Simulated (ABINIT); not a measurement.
Input of an ABINIT 10.8.3 (patched build) run:

run.abi

```
# Pseudopotentials
pp_dirpath "./"
pseudos "W.GGA_PBE-JTH.xml, C.GGA_PBE-JTH.xml"

# Structure
acell 3*1.0
rprim
     5.4924889812     0.0000000000     0.0000000000
    -2.7462444906     4.7566349877     0.0000000000
     0.0000000000     0.0000000000     5.3603971251
ntypat 2
znucl 74 6
natom 2
typat 1 2
xred
     0.0000000000     0.0000000000     0.0000000000
     0.6666666667     0.3333333333     0.5000000000

# Plane-wave basis
ecut 23.0
pawecutdg 45.0

# k points
kptopt 1
ngkpt 13 13 12
nshiftk 1
shiftk 0.0 0.0 0.0

# Exchange and correlation
ixc -497498
usekden 1
pawxcdev 0

# Bands and occupations
nband 13
occopt 3
tsmear 0.05 eV

# SCF cycle
nstep 100
tolvrs 1.0e-7

# Output
iomode 3
prtwf 0
prtden 0
prteig 0
prtebands 0
enunit 1
```

Potentials or basis: JTH PAW PBE v2.0.

Launch:

```bash
$ abinit run.abi > log 2>&1
```

Task: Predict the band gap on the k mesh.

Result: None (metal or under the smearing width).

Task: Predict the pressure.

Result: 3.3 GPa.

Stress tensor (GPa, compression positive):
```
4.03 0.00 0.00
0.00 4.03 0.00
0.00 0.00 1.95
```

Caveat: the PAW data sets were made with another functional, which shifts forces and pressure a little. The run has no spin-orbit coupling, so splittings on W are missing.
